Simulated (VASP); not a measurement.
Here is a VASP 6.6.1 calculation.

Contents of INCAR:

```
SYSTEM = Sr
ALGO = Normal ; EDIFF = 1E-6
ENCUT = 450 ; GGA = PS
ISIF = 2 ; ISMEAR = 1
KPAR = 4 ; LASPH = .TRUE.
LCHARG = .FALSE. ; LREAL = .FALSE.
LWAVE = .FALSE. ; NBANDS = 11
NELM = 120 ; PREC = Accurate
SIGMA = 0.1
```

Contents of KPOINTS:

```
k-points
0
G
  12 12 12
  0 0 0
```

The input POSCAR:

```
Sr                                      
1.0
    0.0000000000      3.0108223025      3.0108223025
    3.0108223025     -0.0000000000      3.0108223025
    3.0108223025      3.0108223025     -0.0000000000
  Sr            
     1
Direct
     0.0000000000000000    0.0000000000000000    0.0000000000000000
```

Potentials or basis: VASP PAW PBE potentials, release 64 (Sr_sv).

Launch:

```console
$ cat potpaw_PBE.64/Sr_sv/POTCAR > POTCAR
$ mpirun -np 4 vasp_std > vasp.out
```

(1) What does it give for the band gap on the k mesh?

(2) Predict the pressure.

Results:

(1) none (metal or under the smearing width).

(2) -0.6 GPa.

Caveat: the PAW data sets were made with another functional, which shifts forces and pressure a little.
